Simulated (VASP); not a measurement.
Au:

```
Au
1.0
     0.00000    2.03500    2.03500
     2.03500    0.00000    2.03500
     2.03500    2.03500    0.00000
Au
1
Direct
  0.00000 0.00000 0.00000
```

- Program: VASP 6.6.1
- Task: relaxation of cell and atoms
- Functional: RPBE
- Dispersion: D3
- Potentials or basis: VASP PAW PBE potentials, release 64 (Au)
- Cutoff: 600 eV
- k mesh: 11 × 11 × 11
- Occupations: fermi-dirac, width 0.05 eV
- Spin: no spin polarisation

At the start: pressure 10.4 GPa; volume 16.85 Å³/atom.

Problem. How do energy, volume and symmetry change on relaxing?

Solution. Over 4 steps the energy falls by 38.1 meV/atom and the volume is 18.12 Å³/atom (+7.5 %); space group Fm-3m (No. 225, to 0.05 Å).

The path:
```csv
step,energy change (eV),largest force (eV/Å),pressure (GPa),volume (Å³)
1,0.0000,0.0000,10.41,16.85
2,0.0008,0.0000,-7.40,19.67
3,-0.0381,0.0000,-0.10,18.15
4,-0.0381,0.0000,0.05,18.12
```

Final structure:
```xyz
1
Lattice="0.0000 2.0849 2.0849 2.0849 0.0000 2.0849 2.0849 2.0849 0.0000" Properties=species:S:1:pos:R:3 pbc="T T T"
Au    0.0000    0.0000    0.0000
```

Caveat: the PAW data sets were made with another functional, which shifts forces and pressure a little; pairwise dispersion overbinds metals, which lowers pressure and volume.
